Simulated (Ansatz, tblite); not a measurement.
N: GFN2-xTB, run from Python

These are simulated results from tblite 0.8.0, not measurements. The cell began as a database structure and was relaxed with r2SCAN+rVV10 in plane waves (Ansatz 0.2.0). All runs are without spin polarisation.

It is hexagonal, P6_3/mmc (No. 194); conventional cell a = 3.580 Å, c = 7.642 Å, 21.21 Å³ an atom. N has 1 N at 1.09 Å.

tblite solves periodic systems at the zone centre alone, so the script builds a cluster of 3×3×2 conventional cells (72 atoms), which folds in a coarse mesh of k points.

The script, run.py:

```python
import json
from ase import Atoms
from ase.build import make_supercell
from ase.units import Bohr, GPa, Hartree
from tblite.interface import Calculator

atoms = Atoms(['N', 'N', 'N', 'N'],
              cell=[[3.58042022, 0.0, 0.0], [-1.79021011, 3.10073487, 0.0], [0.0, 0.0, 7.64151398]],
              scaled_positions=[[0.333333333, 0.666666667, 0.32157079], [0.333333333, 0.666666667, 0.17842921], [0.666666667, 0.333333333, 0.82157079], [0.666666667, 0.333333333, 0.67842921]],
              pbc=True)
cluster = make_supercell(atoms, [[3, 0, 0], [0, 3, 0], [0, 0, 2]])
calc = Calculator('GFN2-xTB', cluster.numbers, cluster.positions / Bohr, lattice=cluster.cell[:] / Bohr, periodic=cluster.pbc)
calc.set('temperature', 0.02 / Hartree)
calc.set('max-iter', 150)
res = calc.singlepoint()
levels = res.get('orbital-energies') * Hartree
nv = round(res.get('orbital-occupations').sum() / 2)
cells = len(cluster) // len(atoms)
out = {'energy_per_cell': res.get('energy') * Hartree / cells, 'homo': levels[nv - 1], 'lumo': levels[nv],
       'stress': (-res.get('virial') * Hartree / cluster.get_volume() / GPa).tolist(), 'charges': res.get('charges')[:len(atoms)].tolist(), 'electrons': 2 * nv / cells}
json.dump(out, open('results.json', 'w'))
for key, value in out.items():
    print(key, value)
```

Command: `python run.py`. It took 3.1 s on 1 thread of Arm Neoverse V2, with other jobs on the host, peak memory 0.1 GiB.

The log:

```
------------------------------------------------------------
  cycle        total energy    energy error   density error
------------------------------------------------------------
      1     -207.4692608026  -2.1070873E+02   2.8421885E-01
      2     -207.5702211118  -1.0096031E-01   1.5810425E-01
      3     -207.6135280146  -4.3306903E-02   1.5598297E-02
      4     -207.6135576928  -2.9678202E-05   1.2408990E-03
      5     -207.6135607629  -3.0701194E-06   6.0191852E-06
      6     -207.6135607630  -7.3583806E-11   2.2516388E-07
------------------------------------------------------------

 total:                                   2.606 sec
energy_per_cell -313.8584858786232
homo -12.107343864998978
lumo -8.089176410199519
stress [[-0.28294703229932117, -2.1383880229966953e-06, 8.137673042936161e-09], [-2.1383880229937315e-06, -0.2829494990392935, -4.6982872588104395e-09], [8.137673045319166e-09, -4.698287262391749e-09, 2.153261294415721]]
charges [2.73525753824444e-07, -2.7359012766403623e-07, 9.82487116107933e-08, -9.818594981503281e-08]
electrons 20.0
```

The cycle table is in hartree for the whole cluster, and the lines after it are in eV (the energy for one cell). The printed stress is in GPa and positive in compression, and the pressure is its mean diagonal.

GFN2-xTB gives a gap of 4.02 eV. On the same cell, plane-wave PBE (Ansatz, 12×12×4 k points and the special points) gives a gap of 7.08 eV and r2SCAN a gap of 7.74 eV; on shared hosts these took about 3.2 and 8.5 core-seconds on the 4-atom cell, against 3.1 for the script. Semilocal gaps usually lie below measured ones. xTB was fitted to molecules, so gaps, charges and pressures of solids can be far off, and the gap also depends on the size of the cluster.

The same script was run on cells scaled at fixed shape and fractional coordinates:

```tsv
volume (Å³/atom)	energy (meV/atom)	pressure (GPa, positive in compression)	gap (eV)
18.66	103.0	13.63	4.35
19.94	25.9	6.20	4.18
21.21	0.0	0.53	4.02
22.48	12.6	-3.49	3.87
23.75	54.1	-6.81	3.73
```

A Birch-Murnaghan fit puts the minimum at 21.37 Å³/atom, 0.8 % above the given cell, with a bulk modulus of 77.8 GPa at fixed shape.

xTB was fitted mostly to molecules, and a small cluster samples few k points, so gaps, pressures and kinks along a curve can be far from a solid's.
